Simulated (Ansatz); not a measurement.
Steps from a short run of molecular dynamics on a 2×2×2 supercell (16 atoms) of MgSe (rocksalt), relaxed with r2SCAN; forces from PBE in the PAW code Ansatz, 2×2×2 mesh, Fermi-Dirac smearing of 0.020 eV, a Nosé-Hoover thermostat at fixed volume, set at 200 K. Computed, non-magnetic; the trajectory is short and the cell small, so nothing here is a converged average.

Cell vectors in Å:
```
0.0000 5.4725 5.4725
5.4725 0.0000 5.4725
5.4725 5.4725 0.0000
```

Problem. At 15 fs the positions in Å are
```
Mg  -0.047  -0.008   0.044
Se   2.785   2.729   2.749
Mg   2.758   2.693   0.039
Se   5.499   5.468   2.710
Mg   2.738  -0.006   2.670
Se   5.450   2.746   5.464
Mg   5.476   2.725   2.730
Se   8.212   5.515   5.500
Mg   0.022   2.763   2.763
Se   2.735   5.453   5.487
Mg   2.778   5.430   2.744
Se   5.443   8.197   5.462
Mg   2.648   2.759   5.488
Se   5.474   5.479   8.196
Mg   5.412   5.471   5.427
Se   8.214   8.213   8.209
```
What are the forces, and how far does the free energy (smearing included) lie above that of step 0, with the atoms on their sites?

Solution. 6.0 meV an atom; forces in eV/Å:
```
Mg  -0.047   0.184  -0.293
Se  -0.215  -0.005  -0.026
Mg  -0.320   0.286  -0.178
Se  -0.022   0.073   0.134
Mg   0.132  -0.081   0.407
Se   0.140  -0.020   0.095
Mg   0.157  -0.065   0.172
Se  -0.143  -0.190  -0.126
Mg  -0.087   0.023  -0.256
Se  -0.155   0.074  -0.221
Mg  -0.189   0.199  -0.152
Se   0.005   0.033  -0.005
Mg   0.342  -0.225   0.064
Se   0.071  -0.061   0.075
Mg   0.328  -0.162   0.183
Se   0.002  -0.063   0.128
```

Problem. At 27 fs the positions in Å are
```
Mg  -0.087  -0.004   0.061
Se   2.821   2.723   2.759
Mg   2.756   2.675   0.060
Se   5.520   5.466   2.691
Mg   2.747  -0.016   2.640
Se   5.435   2.754   5.459
Mg   5.489   2.713   2.735
Se   8.213   5.545   5.520
Mg   0.035   2.785   2.769
Se   2.730   5.438   5.495
Mg   2.801   5.407   2.742
Se   5.419   8.188   5.453
Mg   2.596   2.763   5.503
Se   5.476   5.483   8.186
Mg   5.382   5.460   5.401
Se   8.219   8.216   8.212
```
What are the forces, and how far does the free energy (smearing included) lie above that of step 0, with the atoms on their sites?

Solution. 12.6 meV an atom; forces in eV/Å:
```
Mg   0.019   0.210  -0.422
Se  -0.361  -0.007  -0.045
Mg  -0.427   0.355  -0.236
Se  -0.044   0.112   0.234
Mg   0.163  -0.082   0.563
Se   0.237  -0.038   0.157
Mg   0.209  -0.047   0.189
Se  -0.238  -0.308  -0.189
Mg  -0.102  -0.017  -0.328
Se  -0.238   0.128  -0.370
Mg  -0.245   0.273  -0.158
Se   0.012   0.056  -0.006
Mg   0.466  -0.269   0.058
Se   0.104  -0.102   0.115
Mg   0.439  -0.169   0.240
Se   0.006  -0.095   0.198
```

Problem. At 36 fs the positions in Å are
```
Mg  -0.117   0.006   0.059
Se   2.843   2.718   2.765
Mg   2.739   2.675   0.067
Se   5.536   5.465   2.679
Mg   2.760  -0.026   2.638
Se   5.425   2.759   5.456
Mg   5.505   2.702   2.746
Se   8.210   5.564   5.532
Mg   0.041   2.802   2.762
Se   2.725   5.429   5.497
Mg   2.810   5.400   2.734
Se   5.401   8.182   5.447
Mg   2.575   2.757   5.517
Se   5.479   5.485   8.181
Mg   5.376   5.446   5.390
Se   8.222   8.217   8.216
```
What are the forces, and how far does the free energy (smearing included) lie above that of step 0, with the atoms on their sites?

Solution. 14.3 meV an atom; forces in eV/Å:
```
Mg   0.141   0.140  -0.418
Se  -0.436   0.002  -0.066
Mg  -0.381   0.304  -0.216
Se  -0.069   0.125   0.274
Mg   0.125  -0.035   0.535
Se   0.288  -0.058   0.193
Mg   0.176   0.016   0.110
Se  -0.298  -0.389  -0.234
Mg  -0.072  -0.091  -0.273
Se  -0.251   0.156  -0.414
Mg  -0.215   0.261  -0.075
Se   0.023   0.072  -0.008
Mg   0.439  -0.190   0.010
Se   0.119  -0.124   0.135
Mg   0.398  -0.079   0.218
Se   0.013  -0.111   0.229
```

Problem. At 39 fs the positions in Å are
```
Mg  -0.126   0.011   0.056
Se   2.850   2.717   2.768
Mg   2.731   2.677   0.067
Se   5.541   5.465   2.676
Mg   2.765  -0.030   2.641
Se   5.423   2.761   5.456
Mg   5.512   2.698   2.750
Se   8.209   5.570   5.536
Mg   0.042   2.807   2.757
Se   2.722   5.426   5.496
Mg   2.811   5.399   2.731
Se   5.396   8.180   5.445
Mg   2.571   2.754   5.522
Se   5.481   5.486   8.179
Mg   5.377   5.440   5.388
Se   8.223   8.217   8.218
```
What are the forces, and how far does the free energy (smearing included) lie above that of step 0, with the atoms on their sites?

Solution. 14.3 meV an atom; forces in eV/Å:
```
Mg   0.191   0.102  -0.398
Se  -0.453   0.008  -0.074
Mg  -0.342   0.271  -0.199
Se  -0.079   0.127   0.278
Mg   0.101  -0.011   0.499
Se   0.299  -0.066   0.202
Mg   0.151   0.045   0.070
Se  -0.314  -0.415  -0.249
Mg  -0.056  -0.122  -0.236
Se  -0.245   0.162  -0.412
Mg  -0.193   0.245  -0.033
Se   0.029   0.077  -0.009
Mg   0.409  -0.145  -0.013
Se   0.122  -0.129   0.140
Mg   0.363  -0.034   0.200
Se   0.016  -0.115   0.234
```

Problem. At 45 fs the positions in Å are
```
Mg  -0.143   0.021   0.044
Se   2.862   2.714   2.772
Mg   2.710   2.684   0.067
Se   5.551   5.466   2.670
Mg   2.777  -0.038   2.653
Se   5.419   2.764   5.456
Mg   5.528   2.691   2.760
Se   8.204   5.580   5.543
Mg   0.044   2.815   2.746
Se   2.716   5.420   5.494
Mg   2.811   5.401   2.724
Se   5.384   8.176   5.440
Mg   2.567   2.745   5.531
Se   5.484   5.486   8.176
Mg   5.382   5.429   5.386
Se   8.226   8.217   8.223
```
What are the forces, and how far does the free energy (smearing included) lie above that of step 0, with the atoms on their sites?

Solution. 14.1 meV an atom; forces in eV/Å:
```
Mg   0.295   0.011  -0.333
Se  -0.476   0.022  -0.092
Mg  -0.237   0.189  -0.150
Se  -0.101   0.126   0.272
Mg   0.043   0.044   0.396
Se   0.310  -0.082   0.215
Mg   0.084   0.106  -0.025
Se  -0.334  -0.465  -0.277
Mg  -0.015  -0.188  -0.140
Se  -0.219   0.169  -0.388
Mg  -0.136   0.198   0.062
Se   0.044   0.088  -0.010
Mg   0.325  -0.034  -0.066
Se   0.125  -0.134   0.147
Mg   0.269   0.072   0.153
Se   0.023  -0.121   0.236
```

Problem. At 48 fs the positions in Å are
```
Mg  -0.149   0.027   0.036
Se   2.867   2.712   2.773
Mg   2.699   2.689   0.066
Se   5.556   5.467   2.667
Mg   2.783  -0.041   2.661
Se   5.418   2.766   5.457
Mg   5.536   2.688   2.765
Se   8.202   5.585   5.546
Mg   0.045   2.819   2.739
Se   2.713   5.418   5.493
Mg   2.811   5.403   2.721
Se   5.378   8.174   5.438
Mg   2.567   2.741   5.536
Se   5.485   5.486   8.175
Mg   5.386   5.424   5.385
Se   8.227   8.216   8.226
```
What are the forces, and how far does the free energy (smearing included) lie above that of step 0, with the atoms on their sites?

Solution. 14.0 meV an atom; forces in eV/Å:
```
Mg   0.345  -0.039  -0.290
Se  -0.481   0.030  -0.101
Mg  -0.172   0.143  -0.120
Se  -0.113   0.124   0.264
Mg   0.010   0.074   0.334
Se   0.309  -0.091   0.219
Mg   0.043   0.138  -0.077
Se  -0.336  -0.488  -0.289
Mg   0.007  -0.222  -0.085
Se  -0.202   0.171  -0.367
Mg  -0.103   0.168   0.113
Se   0.052   0.093  -0.010
Mg   0.274   0.027  -0.094
Se   0.125  -0.135   0.148
Mg   0.213   0.129   0.125
Se   0.028  -0.122   0.232
```
